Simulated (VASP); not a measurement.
# C: relaxation of cell and atoms with rev-vdW-DF2

Slab: C, a slab with vacuum.

```xyz
6
Lattice="2.4645 0.0000 0.0000 -1.2322 2.1343 0.0000 0.0000 0.0000 25.8031" Properties=species:S:1:pos:R:3 pbc="T T T"
C     0.0000    0.0000    9.5695
C     1.2322    0.7114    9.5687
C     0.0000    0.0000   12.9015
C     0.0000    1.4229   12.9015
C     0.0000    0.0000   16.2336
C     1.2322    0.7114   16.2344
```

The slab is cut from a database's or a generator's crystal, which needn't be the stable form of the element.

```json
{
  "Program": "VASP 6.6.1",
  "Task": "relaxation of cell and atoms",
  "Functional": "rev-vdW-DF2",
  "Potentials or basis": "VASP PAW PBE potentials, release 64 (C)",
  "Cutoff": "600 eV",
  "k mesh": "15 × 15 × 1",
  "Occupations": "gaussian, width 0.03 eV",
  "Spin": "no spin polarisation",
  "Further INCAR settings": "ALGO = Normal; EDIFF = 1e-07; IBRION = 2; EDIFFG = -0.005; NSW = 90; ISIF = 3"
}
```

The largest force after relaxing is 0.004 eV/Å and the band gap on the k mesh is 0.01 eV, direct.

Forces in eV/Å, atoms in the order of the input:
```
C    0.000  0.000 -0.001
C    0.000  0.000  0.004
C    0.000  0.000  0.000
C    0.000  0.000  0.000
C    0.000  0.000  0.001
C    0.000  0.000 -0.004
```

Final structure:
```
C
1.0
     2.46449    0.00000    0.00000
    -1.23225    2.13431    0.00000
     0.00000    0.00000   25.80307
C
6
Direct
  0.00000 0.00000 0.37087
  0.66667 0.33333 0.37084
  0.00000 0.00000 0.50000
  0.33333 0.66667 0.50000
  0.00000 0.00000 0.62913
  0.66667 0.33333 0.62916
```

Levels at points of the mesh, in eV from the valence-band top:
| k point | band 8 | band 9 | band 10 | band 11 | band 12 | band 13 | band 14 | band 15 | band 16 |
| --- | --- | --- | --- | --- | --- | --- | --- | --- | --- |
| (0.00, 0.00, 0.00) | -3.07 | -3.07 | -3.07 | -3.04 | -3.04 | 3.15 | 3.33 | 4.40 | 5.15 |

Wall time 5.2 min on 2 MPI ranks on Intel(R) Xeon(R) Platinum 8259CL CPU @ 2.50GHz (Skylake/Cascade Lake), on a shared host, peak memory 0.69 GiB a rank.

Caveat: the relaxation stopped at its first step, so nothing moved; the PAW data sets were made with another functional, which shifts forces and pressure a little.
